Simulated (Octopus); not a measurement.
## HfO2 under changes of volume

One of the cells (11.152 Å³/atom); the others are scaled copies at fixed shape and fractional positions:

```xyz
3
Lattice="0.0000 2.5575 2.5575 2.5575 0.0000 2.5575 2.5575 2.5575 0.0000" Properties=species:S:1:pos:R:3 pbc="T T T"
Hf    0.0000    0.0000    0.0000
O     3.8363    3.8363    3.8363
O     1.2788    1.2788    1.2788
```

Measurements of this composition are mostly on another form, of space group No. 14.

* Program: Octopus 16.4
* Functional: PBEsol
* Potentials or basis: pseudodojo_pbesol (PseudoDojo 0.4, PBEsol)
* Grid spacing: 0.129 Å
* k mesh: 9 × 9 × 9
* Occupations: fermi-dirac, width 0.05 eV
* Spin: no spin polarisation

```tsv
volume (Å³/atom)	energy over the lowest point (meV/atom)	gap on the mesh (eV)
10.483	0.00	3.92
10.706	1.15	3.86
10.929	8.85	3.81
11.152	23.54	3.75
11.375	43.51	3.70
11.598	?	?
11.821	100.78	3.59
```

What does the run at 11.598 Å³/atom give?

Energy over the lowest point 69.95 meV/atom; gap on the mesh 3.64 eV.

Worked out: A Birch-Murnaghan fit of order 3 (a polynomial in V^(-2/3)) to the other rows has its minimum at 10.56 Å³/atom with B0 = V·E''(V) = 241 GPa (rough, since the energies scatter). It gives 69.56 meV/atom at 11.598 Å³/atom, against the run's 69.95. A straight line through the other rows of the gap, of slope -2.73 eV per unit of ln V, gives 3.64 eV, against the run's 3.64.

Energies are extrapolated to zero smearing.

Caveats: spin-orbit coupling is left out, which moves the levels of the heavy elements; an odd mesh through Γ misses points on the zone boundary, where band edges often lie.
